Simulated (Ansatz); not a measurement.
## What a trial cell of Ga relaxes into

The calculation used DFT PBEsol, scalar-relativistic, plane waves, PAW (Ansatz 0.2.0). Cutoff 420 eV, Γ-centred k mesh, Gaussian smearing, no spin polarisation in the final step.

The start puts Ga on the beta-tungsten (A15) structure type (Pm-3n, No. 223), at a guessed volume.

```yaml
crystal:
  lattice:
    - [5.37717, 0.00000, 0.00000]
    - [0.00000, 5.37717, 0.00000]
    - [0.00000, 0.00000, 5.37717]
  atoms:
    - { symbol: Ga, position: [0.50000, 0.50000, 0.50000] }
    - { symbol: Ga, position: [0.00000, 0.00000, 0.00000] }
    - { symbol: Ga, position: [0.25000, 0.00000, 0.50000] }
    - { symbol: Ga, position: [0.50000, 0.25000, 0.00000] }
    - { symbol: Ga, position: [0.50000, 0.75000, 0.00000] }
    - { symbol: Ga, position: [0.75000, 0.00000, 0.50000] }
    - { symbol: Ga, position: [0.00000, 0.50000, 0.75000] }
    - { symbol: Ga, position: [0.00000, 0.50000, 0.25000] }
```

Cell and atoms relax at zero pressure; the relaxation can't lower the symmetry of the start.

Energies count from the standard state of Ga at the same level.

Problem. Describe the relaxed structure.

Solution. It keeps Pm-3n (No. 223). The result has the beta-tungsten (A15) structure. Conventional cell: a = 5.257 Å. Ga on Wyckoff site a (2 atoms of the primitive cell) is coordinated by 12 Ga at 2.94 Å; Ga on Wyckoff site c (6 atoms of the primitive cell) is coordinated by 2 Ga at 2.63 Å, 4 Ga at 2.94 Å and 8 Ga at 3.22 Å.

Space group Pm-3n (No. 223). a = 5.257 Å, b = 5.257 Å, c = 5.257 Å, α = 90.00°, β = 90.00°, γ = 90.00°
| atom | site | symmetry | x | y | z |
| --- | --- | --- | --- | --- | --- |
| Ga | 2a | m-3. | 0.5000 | 0.5000 | 0.5000 |
| Ga | 6c | -4m.2 | 0.2500 | 0.0000 | 0.5000 |

Problem. What are its volume, energy, density and gap?

Solution. The volume per atom is 18.16 Å³ and the density is 6.38 g/cm³. The energy over the standard structure is 0.06 eV/atom and the gap on the 8×8×8 mesh is 0 eV (a metal).

The final run used a 8×8×8 mesh on its 8-atom cell and 0.10 eV smearing. The k mesh leaves about 4 meV/atom of noise in metals. A structure relaxed within its symmetry needn't be a true minimum. The steps took about 2.5 core-minutes in all.